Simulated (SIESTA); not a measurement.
The system is Sn.

```
Sn
1.0
     0.00000    3.23334    3.23334
     3.23334    0.00000    3.23334
     3.23334    3.23334    0.00000
Sn
2
Direct
  0.75000 0.75000 0.75000
  0.50000 0.50000 0.50000
```

This isn't the form of Sn at room conditions, which is tetragonal (white tin).

Base run:

```yaml
Program: SIESTA 5.4.2
Functional: PBE
Potentials_or_basis: PseudoDojo 0.4 standard (PBE files)
Basis: DZ (energy shift 0.01 Ry)
Grid_cutoff: 500 Ry
Energy_shift: 0.01 Ry
k_mesh: 7 × 7 × 7
Occupations: fermi-dirac, width 0.05 eV
Spin: no spin polarisation
```

Its results: band gap on the k mesh none (metal or under the smearing width); pressure 1.9 GPa.

Task: The run is repeated on the same cell with these changes: basis from DZ (energy shift 0.01 Ry) to DZP (energy shift 0.01 Ry). What comes out?

Result: Band gap on the k mesh none (metal or under the smearing width); pressure 4.0 GPa.

Caveats: semicore shells carry a single zeta, which can move pressures by several GPa and volumes by a few percent; spin-orbit coupling is left out, which moves the levels of the heavy elements; the basis of atomic orbitals isn't converged, which shifts pressures, moduli and gaps; the basis has no polarisation orbitals (some runs).
